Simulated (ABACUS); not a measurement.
## Ge under changes of volume

One of the cells (18.524 Å³/atom); the others are scaled copies at fixed shape and fractional positions:

```
Ge
1.0
    -2.57449    2.57449    1.39741
     2.57449   -2.57449    1.39741
     2.57449    2.57449   -1.39741
Ge
2
Direct
  0.50000 0.50000 0.00000
  0.25000 0.75000 0.50000
```

This isn't the form of Ge at room conditions, which is diamond.

- Program: ABACUS 3.10.1
- Functional: BP86
- Potentials or basis: GBRV ultrasoft 1.5 PBE
- Cutoff: 544 eV
- Density cutoff: 4354 eV
- Basis: plane waves
- k mesh: 9 × 9 × 9
- Occupations: fermi-dirac, width 0.05 eV
- Spin: no spin polarisation

| volume (Å³/atom) | energy over the lowest point (meV/atom) | pressure (GPa) |
| --- | --- | --- |
| 17.413 | 62.89 | 10.2 |
| 17.783 | 42.00 | 8.0 |
| 18.154 | 25.90 | 6.1 |
| 18.524 | 14.12 | 4.3 |
| 18.895 | 6.13 | 2.8 |
| 19.265 | ? | ? |
| 19.636 | 0.00 | 0.1 |

What does the run at 19.265 Å³/atom give?

Energy over the lowest point 1.53 meV/atom; pressure 1.3 GPa.

Worked out: A Birch-Murnaghan fit of order 3 (a polynomial in V^(-2/3)) to the other rows has its minimum at 19.66 Å³/atom, just outside them, with B0 = V·E''(V) = 61 GPa and B' = 5.2 at fixed shape and positions, which overstates the stiffness. It gives 1.56 meV/atom at 19.265 Å³/atom, against the run's 1.53, and -dE/dV = 1.3 GPa, against 1.3.

Energies are extrapolated to zero smearing.

Caveats: the potentials were made for another functional, which shifts forces and pressure.
